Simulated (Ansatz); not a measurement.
**SnO₂: clamped-ion strain scan**

The calculation used Ansatz, DFT LDA, scalar-relativistic, plane waves, PAW. Cutoff 420 eV, Γ-centred 6×6×8 k-points, Gaussian smearing of 0.05 eV. No spin polarisation. Energies are free energies at this smearing, counted from the undisturbed cell; pressure is positive in compression.

The starting cell (relaxed at this level):

```yaml
crystal:
  lattice:
    - [4.72127, 0.00000, 0.00000]
    - [0.00000, 4.72425, 0.00000]
    - [0.00000, 0.00000, 3.19002]
  atoms:
    - { symbol: Sn, position: [0.50000, 0.50000, 0.50000] }
    - { symbol: Sn, position: [0.00000, 0.00000, 0.00000] }
    - { symbol: O, position: [0.30557, 0.30657, 0.00000] }
    - { symbol: O, position: [0.80557, 0.19343, 0.50000] }
    - { symbol: O, position: [0.19443, 0.80657, 0.50000] }
    - { symbol: O, position: [0.69443, 0.69343, 0.00000] }
```

The cell is strained by ε times the Voigt pattern (1, -1, 0, 0, 0, 0) (xx, yy, zz, yz, xz, xy; engineering shear) with fractional coordinates fixed.

| ε | ΔE (meV/atom) | stress summed along the pattern (GPa, tension positive) | gap on the mesh (eV) |
| --- | --- | --- | --- |
| -0.0600 | 21.9 | -9.99 | 1.10 |
| -0.0450 | 12.2 | -7.41 | 1.13 |
| -0.0300 | 5.4 | -4.90 | 1.15 |
| -0.0150 | 1.4 | -2.45 | 1.16 |
| 0.0000 | 0.0 | -0.01 | 1.16 |
| 0.0150 | 1.4 | 2.43 | 1.16 |
| 0.0300 | 5.4 | 4.89 | 1.14 |
| 0.0450 | 12.2 | 7.40 | 1.12 |
| 0.0525 | 16.6 | 8.69 | 1.10 |
| 0.0600 | 21.8 | 10.00 | 1.09 |